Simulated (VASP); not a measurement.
# Li2S: single point with PBE

Li2S:

```
S Li
1.0
     0.00000    2.84450    2.84450
     2.84450    0.00000    2.84450
     2.84450    2.84450    0.00000
S Li
1 2
Direct
  0.00000 0.00000 0.00000
  0.75000 0.75000 0.75000
  0.25000 0.25000 0.25000
```

```
Program             : VASP 6.6.1
Task                : single point
Functional          : PBE
Potentials or basis : VASP PAW PBE potentials, release 64 (S_GW, Li_GW)
Cutoff              : 500 eV
k mesh              : 4 × 4 × 4
Occupations         : gaussian, width 0.02 eV
Spin                : no spin polarisation
```

```json
{"Pressure": "0.5 GPa", "Band gap on the k mesh": "3.38 eV, indirect (least direct gap 4.29 eV)"}
```

Levels at points of the mesh, in eV from the valence-band top:
```
           k point  band 1  band 2  band 3  band 4  band 5  band 6  band 7  band 8
(0.00, 0.00, 0.00)  -11.05    0.00    0.00    0.00    4.29    6.22    6.22    6.22
(0.50, 0.00, 0.00)  -10.61   -2.90   -0.51   -0.51    6.11    6.56    6.56    8.44
(0.50, 0.50, 0.00)  -10.48   -2.18   -1.43   -1.43    3.38    7.07   11.13   11.13
```

Run time: 13 s on 1 thread of Intel(R) Xeon(R) Platinum 8259CL CPU @ 2.50GHz (Skylake/Cascade Lake) (shared host), peak memory 0.15 GiB.

Caveat: the k mesh is coarse (spacing up to 0.48 Å⁻¹), so the values aren't converged. A k mesh can miss the band edges.
